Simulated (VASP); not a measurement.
# Cd (Im-3m) in VASP: a series of runs

The runs below take Cd through single point, with BLYP.

All numbers are computed with VASP 6.6.1; they aren't measurements. Logs are shortened: lines on timing, memory, paths and dates and some standing lists are left out, and cuts for length are marked.

### Step 1. The structure

The structure is cubic, space group Im-3m (No. 229). The conventional cell has a = 3.849 Å, b = 3.849 Å, c = 3.849 Å, α = 90.00°, β = 90.00°, γ = 90.00°. Cd (site symmetry m-3m) is surrounded by 8 Cd at 3.33 Å.

This isn't the form of Cd at room conditions, which is hcp.

### Step 2. Single point, BLYP

Contents of INCAR:

```
SYSTEM = Cd
  PREC = Accurate
  ENCUT = 520
  EDIFF = 1E-6
  ISMEAR = -1
  SIGMA = 0.1
  LREAL = .FALSE.
  LASPH = .TRUE.
  NELM = 60
  ALGO = Normal
  ISIF = 2
  LWAVE = .FALSE.
  LCHARG = .FALSE.
  GGA = B5
  ALDAX = 1.0
  AGGAX = 1.0
  AGGAC = 1.0
  ALDAC = 0.0
  NBANDS = 12
```

Contents of KPOINTS:

```
Automatic mesh
0
G
  19 19 19
  0 0 0
```

Contents of POSCAR:

```
Cd
1.0
   -1.9244030143      1.9244030143      1.9244030143
    1.9244030143     -1.9244030143      1.9244030143
    1.9244030143      1.9244030143     -1.9244030143
Cd
1
Direct
    0.0000000000      0.0000000000      0.0000000000
```

Potentials or basis: VASP PAW PBE potentials, release 64 (Cd).

On the command line:

```sh
$ cat potpaw_PBE.64/Cd/POTCAR > POTCAR
$ mpirun -np 1 vasp_std > vasp.out
```

OUTCAR:

```text
SYSTEM = Cd
   PREC = Accurate
   ENCUT = 520
   EDIFF = 1E-6
   ISMEAR = -1
   LREAL = .FALSE.
   LASPH = .TRUE.
   NELM = 60
   ISIF = 2
   GGA = B5

 ion  position               nearest neighbor table
   1  0.000  0.000  0.000-

  LATTYP: Found a body centered cubic cell.
 ALAT       =     3.8488060286

  Lattice vectors:

 A1 = (  -1.9244030143,   1.9244030143,   1.9244030143)
 A2 = (   1.9244030143,  -1.9244030143,   1.9244030143)
 A3 = (   1.9244030143,   1.9244030143,  -1.9244030143)

Analysis of symmetry for initial positions (statically):
=====================================================================
 Subroutine PRICEL returns:
 Original cell was already a primitive cell.

 Routine SETGRP: Setting up the symmetry group for a
 body centered cubic supercell.

 Subroutine GETGRP returns: Found 48 space group operations
 (whereof 48 operations were pure point group operations)
 out of a pool of 48 trial point group operations.

The static configuration has the point symmetry O_h .

Analysis of symmetry for dynamics (positions and initial velocities):
=====================================================================
 Subroutine PRICEL returns:
 Original cell was already a primitive cell.

 Routine SETGRP: Setting up the symmetry group for a
 body centered cubic supercell.

 Subroutine GETGRP returns: Found 48 space group operations
 (whereof 48 operations were pure point group operations)
 out of a pool of 48 trial point group operations.

The dynamic configuration has the point symmetry O_h .

 Subroutine INISYM returns: Found 48 space group operations
 (whereof 48 operations are pure point group operations),
 and found     1 'primitive' translations

----------------------------------------------------------------------------------------

                                     Primitive cell

  volume of cell :      28.5068

  direct lattice vectors                    reciprocal lattice vectors
    -1.924403014  1.924403014  1.924403014     0.000000000  0.259820836  0.259820836
     1.924403014 -1.924403014  1.924403014     0.259820836  0.000000000  0.259820836
     1.924403014  1.924403014 -1.924403014     0.259820836  0.259820836  0.000000000

  length of vectors
     3.333163795  3.333163795  3.333163795     0.367442150  0.367442150  0.367442150

  position of ions in fractional coordinates (direct lattice)
     0.000000000  0.000000000  0.000000000

  ion indices of the primitive-cell ions
   primitive index   ion index
                 1           1

----------------------------------------------------------------------------------------

 KPOINTS: Automatic mesh

Automatic generation of k-mesh.
 Grid dimensions read from file:
 generate k-points for:   19   19   19

 Generating k-lattice:

  Cartesian coordinates                     Fractional coordinates (reciprocal lattice)
     0.000000000  0.013674781  0.013674781     0.052631579  0.000000000  0.000000000
     0.013674781  0.000000000  0.013674781     0.000000000  0.052631579  0.000000000
     0.013674781  0.013674781  0.000000000     0.000000000  0.000000000  0.052631579

  Length of vectors
     0.019339061  0.019339061  0.019339061

  Shift w.r.t. Gamma in fractional coordinates (k-lattice)
     0.000000000  0.000000000  0.000000000

 Subroutine IBZKPT returns following result:
 ===========================================

 Found    220 irreducible k-points:

 Following reciprocal coordinates:
            Coordinates               Weight
  0.000000  0.000000  0.000000      1.000000
  0.052632  0.000000  0.000000     12.000000
  0.105263  0.000000  0.000000     12.000000
  0.157895  0.000000  0.000000     12.000000
  0.210526  0.000000  0.000000     12.000000
  0.263158  0.000000  0.000000     12.000000
[... 16 lines left out ...]
  0.263158  0.105263  0.000000     48.000000
  0.315789  0.105263  0.000000     48.000000
 [... further k-points ...]
   k-points           NKPTS =    220   k-points in BZ     NKDIM =    220   number of bands    NBANDS=     12
   number of dos      NEDOS =    301   number of ions     NIONS =      1
   total plane-waves  NPLWV =  21952
   dimension x,y,z NGX =    28 NGY =   28 NGZ =   28
   dimension x,y,z NGXF=    56 NGYF=   56 NGZF=   56
   ions per type =               1
   NGX,Y,Z   is equivalent  to a cutoff of  13.97, 13.97, 13.97 a.u.
   NGXF,Y,Z  is equivalent  to a cutoff of  27.93, 27.93, 27.93 a.u.
 SYSTEM =  Cd
   PREC   = accura    normal or accurate (medium, high low for compatibility)
   ISTART =      0    job   : 0-new  1-cont  2-samecut
   ICHARG =      2    charge: 1-file 2-atom 10-const
   ISPIN  =      1    spin polarized calculation?
   LNONCOLLINEAR =      F non collinear calculations
   LSORBIT =      F    spin-orbit coupling
   LASPH  =      T    aspherical Exc in radial PAW
   ENCUT  =  520.0 eV  38.22 Ry    6.18 a.u.   6.20  6.20  6.20*2*pi/ulx,y,z
   NELM   =     60;   NELMIN=  2; NELMDL= -5     # of ELM steps
   EDIFF  = 0.1E-05   stopping-criterion for ELM
   LREAL  =      F    real-space projection
   EDIFFG = 0.1E-04   stopping-criterion for IOM
   NSW    =      0    number of steps for IOM
   IBRION =     -1    ionic relax: 0-MD 1-quasi-New 2-CG
   NFREE  =      0    steps in history (QN), initial steepest desc. (CG)
   ISIF   =      2    stress and relaxation
   ISYM   =      2    0-nonsym 1-usesym 2-fastsym
   POTIM  = 0.5000    time-step for ionic-motion
   TEBEG  =    0.0;   TEEND  =   0.0 temperature during run
   PSTRESS=    0.0 pullay stress
   NELECT =      12.0000    total number of electrons
   NUPDOWN=      -1.0000    fix difference up-down
   EMIN   =  10.00;   EMAX   =-10.00  energy-range for DOS
   EFERMI =   0.00;   METHOD = LEGACY
   ISMEAR =    -1;   SIGMA  =   0.10  broadening in eV -4-tet -1-fermi 0-gaus
   EFERMI_NEDOS =   21; number of points for ismear=-14 and -15
   IALGO  =     38    algorithm
   IMIX   =      4    mixing-type and parameters
     AMIX     =   0.40;   BMIX     =  1.00
     AMIX_MAG =   1.60;   BMIX_MAG =  1.00
  volume/ion in A,a.u.               =      28.51       192.37
  Fermi-wavevector in a.u.,A,eV,Ry     =   1.226928  2.318558 20.481575  1.505353
  Thomas-Fermi vector in A             =   2.361911
   LORBIT       =      0    0 simple, 1 ext, 2 COOP (PROOUT), +10 PAW based schemes
   GGA     = B5    functional components
   LHFCALC =     F    Hartree Fock is set to
   AEXX    =    0.0000 exact exchange contribution
   IVDW    =     0    specifies the selected vdW correction
   LEPSILON=     F    determine dielectric tensor
   LRPA    =     F    only Hartree local field effects (RPA)
 non-spin polarized calculation
  energy-cutoff  :      520.00
  volume of cell :       28.51
 maximum number of plane-waves:       780
 NGX is ok and might be reduce to    28
   NGX = 13   NGY = 13   NGZ = 13

 number of electron      12.0000002 magnetization

 Free energy of the ion-electron system (eV)
  ---------------------------------------------------
  ext. energy  EPLUGINS =         0.00000000
  ---------------------------------------------------
  free energy    TOTEN  =        -0.11367912 eV

  energy without entropy =       -0.10158444  energy(sigma->0) =       -0.10763178

 E-fermi :   1.5541     XC(G=0):  -9.0930

 val. band max:        1.5246591920   @ k =  -0.3684  -0.4211   0.1579
 cond. band min:       1.5552560309   @ k =  -0.3684  -0.3684   0.1053
 fundamental gap:      0.0305968389
 Fermi energy:         1.5541415865

 k-point     1 :       0.0000    0.0000    0.0000
  band No.  band energies     occupation
      1      -7.0771      2.00000
      2      -7.0771      2.00000
      3      -7.0771      2.00000
      4      -6.7017      2.00000
      5      -6.7017      2.00000
      6      -5.3845      2.00000
      7      14.3105      0.00000
      8      14.3105      0.00000
      9      14.3105      0.00000
     10      16.2753      0.00000
     11      16.2753      0.00000
     12      16.2753      0.00000

 k-point     2 :       0.0526    0.0000    0.0000
  band No.  band energies     occupation
      1      -7.0818      2.00000
      2      -7.0741      2.00000
      3      -7.0614      2.00000
      4      -6.7068      2.00000
      5      -6.7017      2.00000
      6      -5.3233      2.00000
      7      13.6763      0.00000
      8      14.0025      0.00000
      9      14.1542      0.00000
     10      15.7674      0.00000
     11      16.0469      0.00000
     12      16.1749      0.00000

 k-point     3 :       0.1053    0.0000    0.0000
  band No.  band energies     occupation
      1      -7.0956      2.00000
      2      -7.0680      2.00000
      3      -7.0158      2.00000
      4      -6.7208      2.00000
      5      -6.7016      2.00000
      6      -5.1373      2.00000
      7      12.1674      0.00000
      8      13.3000      0.00000
      9      13.7064      0.00000
     10      15.2452      0.00000
     11      15.5906      0.00000
     12      16.1560      0.00000

 k-point     4 :       0.1579    0.0000    0.0000
  band No.  band energies     occupation
      1      -7.1167      2.00000
      2      -7.0667      2.00000
      3      -6.9441      2.00000
      4      -6.7388      2.00000
      5      -6.7012      2.00000
      6      -4.8215      2.00000
      7      10.4167      0.00000
      8      12.4808      0.00000
      9      13.0984      0.00000
     10      14.8364      0.00000
     11      15.1210      0.00000
     12      16.3782      0.00000

 k-point     5 :       0.2105    0.0000    0.0000
  band No.  band energies     occupation
      1      -7.1430      2.00000
      2      -7.0788      2.00000
      3      -6.8530      2.00000
      4      -6.7525      2.00000
      5      -6.7006      2.00000
      6      -4.3726      2.00000
      7       8.6551      0.00000
      8      11.6758      0.00000
      9      12.4718      0.00000
     10      14.4936      0.00000
     11      14.7024      0.00000
     12      16.7971      0.00000
[... 228 lines left out ...]
      1      -7.1345      2.00000
      2      -7.0748      2.00000
      3      -6.8429      2.00000
      4      -6.7617      2.00000
      5      -6.7024      2.00000
      6      -4.1759      2.00000
      7       8.6557      0.00000
      8      10.1024      0.00000
      9      11.8716      0.00000
     10      15.0851      0.00000
     11      15.7593      0.00000
     12      16.8217      0.00000

 k-point    22 :       0.2105    0.1053    0.0000
  band No.  band energies     occupation
      1      -7.1606      2.00000
      2      -7.0895      2.00000
      3      -6.7718      2.00000
      4      -6.7601      2.00000
      5      -6.6969      2.00000
      6      -3.5913      2.00000
      7       7.0359      0.00000
      8       9.3977      0.00000
      9      11.3068      0.00000
     10      14.7676      0.00000
     11      16.0531      0.00000
     12      16.8256      0.00000

 k-point    23 :       0.2632    0.1053    0.0000
  band No.  band energies     occupation
      1      -7.1863      2.00000
      2      -7.1177      2.00000
      3      -6.7612      2.00000
      4      -6.7183      2.00000
      5      -6.6576      2.00000
      6      -2.8773      2.00000
      7       5.4521      0.00000
      8       8.8360      0.00000
      9      10.8316      0.00000
     10      14.5050      0.00000
     11      16.0723      0.00000
     12      17.1627      0.00000

 k-point    24 :       0.3158    0.1053    0.0000
  band No.  band energies     occupation
      1      -7.2090      2.00000
      2      -7.1500      2.00000
      3      -6.7491      2.00000
      4      -6.7119      2.00000
      5      -6.5866      2.00000
      6      -2.0376      2.00000
      7       3.9470      0.00000
      8       8.4049      0.00000
      9      10.4637      0.00000
     10      14.3089      0.00000
     11      15.9385      0.00000
     12      17.7811      0.00000

 [... further k-points ...]

------------------------ aborting loop because EDIFF is reached ----------------------------------------

  FORCE on cell =-STRESS in cart. coord.  units (eV):
  Direction    XX          YY          ZZ          XY          YZ          ZX
  --------------------------------------------------------------------------------------
  -------------------------------------------------------------------------------------
  Total        0.0042211      0.0042211      0.0042211      0.0000000      0.0000000     -0.0000000
  in kB        0.2372409      0.2372409      0.2372409      0.0000000      0.0000000     -0.0000000
  external PRESSURE =       0.2372409 kB  Pullay stress =       0.0000000 kB

 VOLUME and BASIS-vectors are now :
 -----------------------------------------------------------------------------
  energy-cutoff  :      520.00
  volume of cell :       28.51
      direct lattice vectors                 reciprocal lattice vectors
    -1.924403014  1.924403014  1.924403014     0.000000000  0.259820836  0.259820836
     1.924403014 -1.924403014  1.924403014     0.259820836  0.000000000  0.259820836
     1.924403014  1.924403014 -1.924403014     0.259820836  0.259820836  0.000000000

 POSITION                                       TOTAL-FORCE (eV/Angst)
 -----------------------------------------------------------------------------------
      0.00000      0.00000      0.00000        -0.000000      0.000000      0.000000
 -----------------------------------------------------------------------------------
    total drift:                               -0.000000     -0.000000     -0.000000

  FREE ENERGIE OF THE ION-ELECTRON SYSTEM (eV)
  ---------------------------------------------------
  free  energy   TOTEN  =        -0.1136791231 eV

  energy  without entropy=       -0.1015844384  energy(sigma->0) =       -0.10763178
```

Run time: 26 s. Hardware: 1 thread of Intel Xeon 6975P-C (Granite Rapids), shared host; peak memory 0.21 GiB.

What came out:

| Item | Value |
| --- | --- |
| Free energy | -0.1137 eV |
| Pressure | 0.0 GPa |
| Band gap on the k mesh | none (metal or under the smearing width) |

Caveat: the PAW data sets were made with another functional, which shifts forces and pressure a little.

### Step 3. Single point, BLYP

This run uses another cell than the first one, of 30.79 Å³/atom, 1.080 times its volume.

Contents of INCAR:

```
PREC     = Accurate       # precision mode
ENCUT    = 520            # plane-wave cutoff, eV
EDIFF    = 1E-6           # SCF threshold, eV
ISMEAR   = -1             # smearing method
SIGMA    = 0.1            # smearing width, eV
LREAL    = F              # projectors in reciprocal space
LASPH    = T              # aspherical terms in the spheres
NELM     = 80             # most SCF steps
ALGO     = Normal         # electronic algorithm
ISIF     = 2              # what is computed and relaxed
LWAVE    = F              # write WAVECAR
LCHARG   = F              # write CHGCAR
GGA      = B5             # functional
ALDAX    = 1.0          
AGGAX    = 1.0          
AGGAC    = 1.0          
ALDAC    = 0.0          
NBANDS   = 12             # bands
```

Contents of KPOINTS:

```
regular mesh
0
Gamma
  13 13 13
```

Contents of POSCAR:

```
Cd
1.0
   -1.9744097197      1.9744097197      1.9744097197
    1.9744097197     -1.9744097197      1.9744097197
    1.9744097197      1.9744097197     -1.9744097197
Cd
1
Direct
    0.0000000000      0.0000000000      0.0000000000
```

Potentials or basis: VASP PAW PBE potentials, release 64 (Cd).

On the command line:

```sh
$ cat potpaw_PBE.64/Cd/POTCAR > POTCAR
$ mpirun -np 1 vasp_std > vasp.out
```

Wall time 13 s (1 thread of Intel Xeon 6975P-C (Granite Rapids), shared host); peak memory 0.17 GiB.

The run converged. Its results:

```
Free energy            : -0.1068 eV
Pressure               : -0.5 GPa
Band gap on the k mesh : none (metal or under the smearing width)
```

Levels at points of the mesh, in eV from the Fermi level:
```tsv
k point	band 2	band 3	band 4	band 5	band 6	band 7	band 8	band 9	band 10	band 11
(0.00, 0.00, 0.00)	-8.49	-8.49	-8.17	-8.17	-6.50	11.92	11.92	11.92	14.37	14.37
```

Caveat: the PAW data sets were made with another functional, which shifts forces and pressure a little.

### Step 4. Single point, BLYP

This run uses another cell than the first one, of 25.09 Å³/atom, 0.880 times its volume.

Contents of INCAR:

```
SYSTEM = Cd
  PREC = Accurate
  ENCUT = 520
  EDIFF = 1E-7
  ISMEAR = -1
  SIGMA = 0.1
  LREAL = .FALSE.
  LASPH = .TRUE.
  NELM = 100
  ALGO = Normal
  ISIF = 2
  LWAVE = .FALSE.
  LCHARG = .TRUE.
  GGA = B5
  ALDAX = 1.0
  AGGAX = 1.0
  AGGAC = 1.0
  ALDAC = 0.0
  LELF = .TRUE.
  LVHAR = .TRUE.
  NBANDS = 12
```

Contents of KPOINTS:

```
Automatic mesh
0
G
  13 13 13
  0 0 0
```

Contents of POSCAR:

```
Cd
1.0
   -1.8441245631      1.8441245631      1.8441245631
    1.8441245631     -1.8441245631      1.8441245631
    1.8441245631      1.8441245631     -1.8441245631
Cd
1
Direct
    0.0000000000      0.0000000000      0.0000000000
```

On the command line:

```sh
$ cat potpaw_PBE.64/Cd/POTCAR > POTCAR
$ mpirun -np 1 vasp_std > vasp.out
```

It took 7.9 s on 1 thread of Intel Xeon 6975P-C (Granite Rapids), shared host; peak memory 0.15 GiB.

Results (log left out):

```yaml
Free_energy: -0.0895 eV
Pressure: 2.2 GPa
Band_gap_on_the_k_mesh: none (metal or under the smearing width)
```

Levels at points of the mesh, in eV from the Fermi level:
| k point | band 2 | band 3 | band 4 | band 5 | band 6 | band 7 | band 8 | band 9 | band 10 | band 11 |
| --- | --- | --- | --- | --- | --- | --- | --- | --- | --- | --- |
| (0.00, 0.00, 0.00) | -8.93 | -8.93 | -8.44 | -8.44 | -7.75 | 14.28 | 14.28 | 14.28 | 15.29 | 15.29 |

Caveat: the PAW data sets were made with another functional, which shifts forces and pressure a little.

### Step 5. Overview

```csv
cell,k mesh,gap on the mesh (eV),pressure (GPa)
"Im-3m, 28.51 Å³/atom",19 × 19 × 19,none,0.0
"Im-3m, 30.79 Å³/atom",13 × 13 × 13,none,-0.5
"Im-3m, 25.09 Å³/atom",13 × 13 × 13,none,2.2
```

Alike in all rows: task single point; level BLYP; potentials or basis VASP PAW PBE potentials, release 64 (Cd); no spin polarisation; cutoff (eV) 520; smearing fermi-dirac 0.1 eV.

Every run on the cell as given and a fine mesh finds a metal.

Caveats: the PAW data sets were made with another functional, which shifts forces and pressure a little.

Total energies depend on the potentials used, so only differences within one code and one set of settings carry meaning.
